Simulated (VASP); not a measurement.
A run of VASP 6.6.1 is set up as follows.

File INCAR:

```
SYSTEM = CaSe
PREC = Accurate
ENCUT = 520
EDIFF = 1E-6
ISMEAR = -1
SIGMA = 0.02
LREAL = .FALSE.
LASPH = .TRUE.
NELM = 100
ALGO = Normal
ISIF = 2
LWAVE = .FALSE.
LCHARG = .TRUE.
GGA = PE
LELF = .TRUE.
LVHAR = .TRUE.
NBANDS = 15
```

File KPOINTS:

```
regular mesh
0
G
  14 14 14
  0 0 0
```

The input POSCAR:

```
CaSe
1.0
    4.2134341007      0.0000000000      0.0000000000
    2.1067170503      3.6489409684      0.0000000000
    2.1067170503      1.2163136561      3.4402545372
Ca Se
1 1
Direct
    0.0000000000      0.0000000000      0.0000000000
    0.5000000000      0.5000000000      0.5000000000
```

Potentials or basis: VASP PAW PBE potentials, release 64 (Ca_sv, Se).

The run is started by

```sh
$ cat potpaw_PBE.64/Ca_sv/POTCAR potpaw_PBE.64/Se/POTCAR > POTCAR
$ mpirun -np 1 vasp_std > vasp.out
```

Q: Predict the pressure.

A: 0.1 GPa.

Q: What does it give for the band gap on the k mesh?

A: 2.07 eV, indirect (least direct gap 2.99 eV).

**Experimental background.**

A printed reference work, monograph, original work of 1988 reports, for a bulk crystal of CaSe at 2 K: band gap 3.85 eV (indirect).

Measured gap of CaSe: 3.85 eV (indirect; 2 K; a printed reference work, monograph, original work of 1988). This calculation gives 2.07 eV (-1.78 eV). Spin-orbit coupling on Se is left out. The value is that of PBE on a finite k mesh, which can miss the band edges, without temperature or zero-point motion. Semilocal functionals fall short of measured gaps as a rule.
